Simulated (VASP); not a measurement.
# BAs, equation of state: which settings are enough?

BAs, F-43m (no. 216), 2 atoms in the cell. PBEsol; PAW potentials As, B (PBE set). VASP 6.6.1.

Wanted: equilibrium volume within 0.2 %; bulk modulus within 1 %.

What the run is for: equation of state; Accuracy asked: standard.

The series start from Plane-wave cutoff (eV): 420; k-point mesh: 8 × 8 × 8; Volumes: 5 from 0.92 to 1.08; Precision mode (PREC): Accurate; Electronic threshold (eV): 1e-6; Aspherical gradient terms in the spheres (LASPH): yes; Start of each volume: each volume from scratch. Each series keeps the choices made before it, and each single choice may use up half of a tolerance. Times cover all steps of a run.

## Plane-wave cutoff (eV)

| Plane-wave cutoff (eV) | Equilibrium volume (Å³/atom) | Bulk modulus (GPa) | Time (s) |
|---|---|---|---|
| 260 | 13.66 | 139.8 | 12 |
| 320 | 13.64 | 140.2 | 15 |
| 370 | 13.64 | 140.5 | 16 |
| 420 | 13.64 | 140.7 | 16 |
| 480 | 13.64 | 140.6 | 18 |
| 560 | 13.63 | 140.7 | 27 |
| 670 (reference) | 13.63 | 140.8 | 33 |

Chosen: 320, the loosest value from which every tighter one stays within half of the tolerance.

## k-point mesh

| k-point mesh | Equilibrium volume (Å³/atom) | Bulk modulus (GPa) | Time (s) |
|---|---|---|---|
| 3 × 3 × 3 | 13.85 | 133.1 | 8.5 |
| 4 × 4 × 4 | 13.69 | 140 | 9.4 |
| 5 × 5 × 5 | 13.65 | 140.2 | 9.6 |
| 6 × 6 × 6 | 13.64 | 140 | 11 |
| 8 × 8 × 8 | 13.64 | 140.2 | 15 |
| 10 × 10 × 10 | 13.64 | 140.1 | 18 |
| 12 × 12 × 12 (reference) | 13.64 | 140 | 25 |

Chosen: 5 × 5 × 5.

## Volumes

| Volumes | Equilibrium volume (Å³/atom) | Bulk modulus (GPa) | Time (s) |
|---|---|---|---|
| 5 from 0.88 to 1.12 | 13.65 | 140.4 | 10 |
| 5 from 0.92 to 1.08 | 13.65 | 140.2 | 9.6 |
| 7 from 0.91 to 1.09 (reference) | 13.65 | 140.5 | 15 |

Chosen: 5 from 0.88 to 1.12.

## Precision mode (PREC)

| Precision mode (PREC) | Equilibrium volume (Å³/atom) | Bulk modulus (GPa) | Time (s) |
|---|---|---|---|
| SingleN | 13.65 | 140.2 | 7.5 |
| Normal | 13.65 | 140.3 | 7.9 |
| Accurate (reference) | 13.65 | 140.4 | 10 |

Chosen: SingleN.

## Electronic threshold (eV)

| Electronic threshold (eV) | Equilibrium volume (Å³/atom) | Bulk modulus (GPa) | Time (s) |
|---|---|---|---|
| 0.001 | 13.65 | 140.2 | 6.1 |
| 0.0001 | 13.65 | 140.2 | 6.6 |
| 1e-5 | 13.65 | 140.2 | 7.0 |
| 1e-6 | 13.65 | 140.2 | 7.5 |
| 1e-7 (reference) | 13.65 | 140.2 | 8.0 |

Chosen: 0.001.

## Aspherical gradient terms in the spheres (LASPH)

| Aspherical gradient terms in the spheres (LASPH) | Equilibrium volume (Å³/atom) | Bulk modulus (GPa) | Time (s) |
|---|---|---|---|
| no | 13.65 | 140.1 | 3.3 |
| yes (reference) | 13.65 | 140.2 | 6.1 |

Chosen: no.

## Start of each volume

| Start of each volume | Equilibrium volume (Å³/atom) | Bulk modulus (GPa) | Time (s) |
|---|---|---|---|
| each volume from scratch | 13.65 | 140.1 | 3.3 |
| orbitals of the volume before (WAVECAR) | 13.65 | 140.1 | 3.2 |

Chosen: each volume from scratch; no other choice that stays within half of the tolerance saves 30 % of the time.

## All choices together

| Input | Equilibrium volume (Å³/atom) | Bulk modulus (GPa) | Time (s) |
|---|---|---|---|
| the program's defaults (naive) | 13.66 | 139.8 | 4.1 |
| chosen settings | 13.65 | 140.1 | 3.3 |
| reference settings throughout | 13.63 | 140.7 | 98 |

The tolerance is met.

## The input

INCAR:
```
SYSTEM = BAs
ALGO = Normal ; EDIFF = 0.001
EFERMI = MIDGAP ; ENCUT = 320
GGA = PS ; GGA_COMPAT = .False.
ISIF = 2 ; ISMEAR = 0
LASPH = .False. ; LCHARG = .False.
LREAL = .False. ; LWAVE = .False.
NELM = 120 ; NSW = 0
PREC = SingleN ; SIGMA = 0.03
```

KPOINTS:
```
Automatic mesh
0
Gamma
  5 5 5
  0 0 0
```

POSCAR.step1:
```
BAs
1.0
    0.0000000000      2.2888612657      2.2888612657
    2.2888612657      0.0000000000      2.2888612657
    2.2888612657      2.2888612657      0.0000000000
As B
1 1
Direct
    0.7500000000      0.7500000000      0.7500000000
    0.0000000000      0.0000000000      0.0000000000
```

POSCAR.step2:
```
BAs
1.0
    0.0000000000      2.3397414207      2.3397414207
    2.3397414207      0.0000000000      2.3397414207
    2.3397414207      2.3397414207      0.0000000000
As B
1 1
Direct
    0.7500000000      0.7500000000      0.7500000000
    0.0000000000      0.0000000000      0.0000000000
```

POSCAR.step3:
```
BAs
1.0
    0.0000000000      2.3885000000      2.3885000000
    2.3885000000      0.0000000000      2.3885000000
    2.3885000000      2.3885000000      0.0000000000
As B
1 1
Direct
    0.7500000000      0.7500000000      0.7500000000
    0.0000000000      0.0000000000      0.0000000000
```

POSCAR.step4:
```
BAs
1.0
    0.0000000000      2.4353452264      2.4353452264
    2.4353452264      0.0000000000      2.4353452264
    2.4353452264      2.4353452264      0.0000000000
As B
1 1
Direct
    0.7500000000      0.7500000000      0.7500000000
    0.0000000000      0.0000000000      0.0000000000
```

POSCAR.step5:
```
BAs
1.0
    0.0000000000      2.4804544325      2.4804544325
    2.4804544325      0.0000000000      2.4804544325
    2.4804544325      2.4804544325      0.0000000000
As B
1 1
Direct
    0.7500000000      0.7500000000      0.7500000000
    0.0000000000      0.0000000000      0.0000000000
```

Commands (each step's output is kept before the next begins):
```
cat potpaw_PBE.64/As/POTCAR potpaw_PBE.64/B/POTCAR > POTCAR
cp POSCAR.step1 POSCAR
mpirun -np 1 vasp_std > vasp.out
cp POSCAR.step2 POSCAR
mpirun -np 1 vasp_std > vasp.out
cp POSCAR.step3 POSCAR
mpirun -np 1 vasp_std > vasp.out
cp POSCAR.step4 POSCAR
mpirun -np 1 vasp_std > vasp.out
cp POSCAR.step5 POSCAR
mpirun -np 1 vasp_std > vasp.out
```

The naive input happens to agree within the tolerance here, in 4.1 s.

The chosen input took VASP 6.6.1 3.3 s on 1 core (Intel Xeon Platinum 8488C (Sapphire Rapids)), a shared host.

## An input that fails: cutoff far too low

It runs to its end, but against the unchanged starting input it is off by 0.49 % in the equilibrium volume, 3 % in the bulk modulus.

Changes against the starting input:
```
(all steps)
- PREC = Accurate
- NELM = 120
- ENCUT = 420
+ PREC = Low
+ NELM = 50
+ ENCUT = 190
```
